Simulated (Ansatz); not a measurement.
**SnO₂: moving Sn off its site**

SnO₂, P4_2/mnm, a = 4.760 Å, c = 3.201 Å. Ansatz: r2SCAN, PAW, 500 eV, Γ-centred 6×6×8 mesh on 6 atoms, Gaussian smearing 0.05 eV; no spin polarisation.

```xyz
6
Lattice="4.7602 0.0000 0.0000 0.0000 4.7602 0.0000 0.0000 0.0000 3.2006" Properties=species:S:1:pos:R:3 pbc="T T T"
Sn    0.0000    0.0000    0.0000
Sn    2.3801    2.3801    1.6003
O     1.4561    1.4561    0.0000
O     0.9240    3.8362    1.6003
O     3.3041    3.3041    0.0000
O     3.8362    0.9240    1.6003
```

Atom 1 (Sn) moves by x along the unit vector (0.000, 0.000, -1.000), with its periodic images; all else is held. y is the free energy of the cell over the start, F the force along the path summed over the moved atoms. Symmetry makes y even in x.

| x (Å) | y (meV) | F (eV/Å) |
| --- | --- | --- |
| -0.1000 | 100.0 | 2.02 |
| -0.0500 | ? | ? |
| 0.0000 | 0.0 | 0.00 |
| 0.0250 | 6.2 | -0.50 |
| 0.0750 | 56.0 | -1.50 |
| 0.0875 | 76.4 | -1.76 |

Fit y = c2 x² + c4 x⁴ to the energies of the other rows, give the force constant, and predict energy and force of the missing row.

Least squares on the rows shown. y = 9902 x² + 9833 x⁴. The force constant is 2 c2 = 19.8 eV/Å² (for all images moving together, not for a lone atom). The force −dy/dx at the missing row is 1.00 eV/Å (computed 0.99). At x = -0.0500 the fit asked for gives 24.8 meV. The run gave 24.8 meV, the same to the digits shown.